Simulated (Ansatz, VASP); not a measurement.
# Ge in VASP and in Ansatz

```
CELL_PARAMETERS angstrom
3.97076 0.00000 0.00000
-1.98538 3.43878 0.00000
0.00000 0.00000 6.55509
ATOMIC_POSITIONS crystal
Ge 0.33333 0.66667 0.93710
Ge 0.66667 0.33333 0.43710
Ge 0.33333 0.66667 0.56290
Ge 0.66667 0.33333 0.06290
```

Change from the starting cell: volume scaled by 0.98.

Alike in both runs: task single point; functional PBEsol; k mesh 8 × 8 × 4; occupations fermi-dirac, width 0.05 eV; no spin polarisation.

|  | VASP | Ansatz |
| --- | --- | --- |
| version | VASP 6.6.1 | Ansatz 0.2.0 |
| potentials or method | VASP PAW PBE potentials, release 64 (Ge_d) | Ansatz PAW |
| plane-wave cutoff (eV) | 520 | 420 |
| valence electrons in the cell | 56 | 56 |

Ansatz gave:

| Property | Result |
| --- | --- |
| gap on the k mesh at the Fermi level (eV) | none |
| pressure (GPa) | 1.4 |
| largest component of the traceless stress (GPa) | 0.25 |
| rms of the force components (eV/Å) | 0.005 |

Q: Which values does VASP return?

A: gap on the k mesh at the Fermi level (eV): none; pressure (GPa): 1.3; largest component of the traceless stress (GPa): 0.24; rms of the force components (eV/Å): 0.004.

Atom by atom the forces differ by 0.001 eV/Å (rms over components). A gap of «none» marks a metal or a gap that the smearing closes.

Caveats: the PAW data sets were made with another functional, which shifts forces and pressure a little (VASP); the PAW data sets come from PBE, with cores solved anew for the run's functional, which leaves a small shift of forces and pressure (Ansatz).
